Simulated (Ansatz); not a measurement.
**How far is this GaAs from the hull?**

Method: DFT PBE, scalar-relativistic, plane waves, PAW in Ansatz. All cells share a 420 eV cutoff and Γ-centred k meshes spaced at most about 0.3 Å⁻¹ (about 0.25 or finer for metals, 2π included). No spin polarisation.

Formation energies are uncorrected and refer to the elements' standard structures at the same level.

These are static total energies at zero pressure. The reference form of As is held partly by dispersion forces, which this level lacks.

The competitors are the elements and 1 reference phase of this chemical system (from databases or known types: GaAs), relaxed at the same level; other known phases may be missing.

The candidate was reached from: 4-connected net, two elements alternating.

```
Ga As
1.0
     3.84377    0.00000    0.00000
     0.00000    3.91308    0.00000
     0.00000    0.00000    9.81157
Ga As
3 3
Direct
  0.50000 0.50000 0.17178
  0.50000 0.50000 0.82822
  0.00000 0.00000 0.50000
  0.50000 0.00000 0.32695
  0.00000 0.50000 0.00000
  0.50000 0.00000 0.67305
```

Question: Is it stable, and against what?

Answer: Not the lowest form: another structure of the same formula lies lower. Its formation energy is 0.053 eV/atom. The lowest competing phase at this composition is this:

| phase | space group | source | share of atoms | ΔE_f (eV/atom) |
| --- | --- | --- | --- | --- |
| GaAs | F-43m (No. 216) | COD | 1.0000 | -0.352 |

The candidate lies 0.40 eV/atom above this phase (0.41 eV/atom from unrounded values). The candidate matches no cell in the subsets of the Crystallography Open Database and the Materials Project at hand. A phase this far over the hull is unlikely to be made.
